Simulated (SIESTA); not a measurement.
Here is a SIESTA 5.4.2 calculation.

PtSe2.fdf

```
SystemName                      Sudovikovite
SystemLabel                     PtSe2
NumberOfSpecies                 2
NumberOfAtoms                   3
%block ChemicalSpeciesLabel
  1  78 Pt
  2  34 Se
%endblock ChemicalSpeciesLabel

LatticeConstant                 1.0 Ang
%block LatticeVectors
     3.7240000000     0.0000000000     0.0000000000
    -1.8620000000     3.2250786037     0.0000000000
     0.0000000000     0.0000000000     5.0620000000
%endblock LatticeVectors
AtomicCoordinatesFormat         Fractional
%block AtomicCoordinatesAndAtomicSpecies
     0.0000000000     0.0000000000     0.0000000000  1  Pt
     0.6666666667     0.3333333333     0.7500000000  2  Se
     0.3333333333     0.6666666667     0.2500000000  2  Se
%endblock AtomicCoordinatesAndAtomicSpecies

%block kgrid.MonkhorstPack
    8   0   0  0.0
    0   8   0  0.0
    0   0   5  0.0
%endblock kgrid.MonkhorstPack
XC.Functional                   GGA
XC.Authors                      PBE
PAO.BasisSize                   SZ
PAO.EnergyShift                 0.002 Ry
Mesh.Cutoff                     800 Ry
OccupationFunction              FD
ElectronicTemperature           0.05 eV
MaxSCFIterations                120
SCF.MustConverge                false
SCF.Mixer.Method                Pulay
SCF.Mixer.Weight                0.25
SCF.Mixer.History               8
SCF.DM.Tolerance                5.0e-05
SCF.H.Tolerance                 1.0e-03 eV
WriteForces                     true
Charge.Mulliken                 end
MD.TypeOfRun                    CG
MD.Steps                        40
MD.MaxForceTol                  0.01 eV/Ang
MD.MaxDispl                     0.1 Ang
WriteCoorStep                   true
AtomCoorFormatOut               Fractional
MD.VariableCell                 true
MD.MaxStressTol                 0.1 GPa
```

Potentials or basis: PseudoDojo 0.4 standard (PBE files), SZ (energy shift 0.002 Ry).

Command:

```console
$ siesta < PtSe2.fdf > PtSe2.out 2>&1
```

Q: What does it give for the relaxed cell?

A: a = 3.892 Å, b = 3.892 Å, c = 5.294 Å, α = 90.00°, β = 90.00°, γ = 120.01°.

Q: Estimate the band gap on the k mesh.

A: None (metal or under the smearing width).

Q: Predict the relaxed volume.

A: 23.15 Å³/atom.

Q: Predict the space group after relaxing (to 0.05 Å).

A: P-3m1 (No. 164).

Forces on the atoms (eV/Å):
```
Pt   0.000  0.000  0.000
Se   0.000  0.000  0.002
Se   0.000  0.000 -0.002
```

Caveat: the basis has no polarisation orbitals; short orbitals over semicore shells can move pressures by several GPa; the volume moved by +14 % from the deposited cell, more than functionals usually miss; the basis of atomic orbitals isn't converged, which shifts pressures, moduli and gaps. PBE usually gives volumes a little too large and moduli too small.
